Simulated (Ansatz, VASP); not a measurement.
Two plane-wave programs on BeS

The input INCAR:

```
SYSTEM = BeS
PREC = Accurate ; ENCUT = 520
EDIFF = 1E-7 ; ISMEAR = 0
SIGMA = 0.05 ; LREAL = .FALSE.
LASPH = .TRUE. ; NELM = 100
ALGO = Normal ; ISIF = 2
LWAVE = .FALSE. ; LCHARG = .TRUE.
GGA = PE ; LELF = .TRUE.
LVHAR = .TRUE. ; NBANDS = 11
```

The input KPOINTS:

```
Automatic mesh
0
G
  8 8 8
  0 0 0
```

The input POSCAR:

```
BeS
1.0
    0.0000000000      2.4250000000      2.4977500000
    2.4250000000      0.0000000000      2.4977500000
    2.4250000000      2.4250000000      0.0000000000
Be S
1 1
Direct
    0.0000000000      0.0000000000      0.0000000000
    0.7500000000      0.7500000000      0.7500000000
```

Input for Ansatz:

```yaml
crystal:
  lattice:
    - [0.0, 2.425, 2.49775]
    - [2.425, 0.0, 2.49775]
    - [2.425, 2.425, 0.0]
  atoms:
    - { symbol: Be, position: [0.0, 0.0, 0.0] }
    - { symbol: S, position: [0.75, 0.75, 0.75] }
basis:
  ecutwfc: 420
kpoints:
  mp_grid: { grid: [8, 8, 8] }
hamiltonian:
  xc: pbe
scf:
  occupations: { method: gaussian, width: 0.05 }
output:
  forces: true
  stress: true
  eigenvalues: true
```

Change from the starting cell: strain +0.000 along x and y, +0.030 along z, atoms carried along.

Alike in both runs: task single point; functional PBE; k mesh 8 × 8 × 8; occupations gaussian, width 0.05 eV; no spin polarisation.

|  | VASP | Ansatz |
| --- | --- | --- |
| version | VASP 6.6.1 | Ansatz 0.2.0 |
| potentials or method | VASP PAW PBE potentials, release 64 (Be, S) | scalar-relativistic, plane waves, PAW |
| plane-wave cutoff (eV) | 520 | 420 |
| valence electrons in the cell | 8 | 8 |

```tsv
	VASP	Ansatz	Ansatz less VASP
gap on the k mesh at the Fermi level (eV)	3.05	3.05	-0.001
least direct gap on the mesh (eV)	5.58	5.58	+0.001
pressure (GPa)	-1.2	-1.2	-0.01
largest component of the traceless stress (GPa)	1.98	1.98	+0.007
```

The functional is the same, so the differences come from potentials, cutoffs and numerics.

A k mesh can miss the band edges.
